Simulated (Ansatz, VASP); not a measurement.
**One calculation of P, two programs**

```
P
1.0
     1.75957    1.01589    3.19106
    -1.75957    1.01589    3.19106
     0.00000   -2.03178    3.19106
P
2
Direct
  0.77292 0.77292 0.77292
  0.22708 0.22708 0.22708
```

Change from the starting cell: volume scaled by 1.06.

Alike in both runs: task single point; functional PBE; k mesh 9 × 9 × 9; occupations fermi-dirac, width 0.05 eV; no spin polarisation.

|  | VASP | Ansatz |
| --- | --- | --- |
| version | VASP 6.6.1 | Ansatz 0.2.0 |
| potentials or method | VASP PAW PBE potentials, release 64 (P) | Ansatz PAW |
| plane-wave cutoff (eV) | 520 | 420 |
| valence electrons in the cell | 10 | 10 |

|  | VASP | Ansatz | Ansatz less VASP |
| --- | --- | --- | --- |
| gap on the k mesh at the Fermi level (eV) | none | none | - |
| pressure (GPa) | -3.3 | -3.1 | +0.24 |
| largest component of the traceless stress (GPa) | 0.37 | 0.20 | -0.164 |
| rms of the force components (eV/Å) | 0.119 | 0.093 | -0.0261 |

Atom by atom the forces differ by 0.026 eV/Å (rms over components). A gap of «none» marks a metal or a gap that the smearing closes.
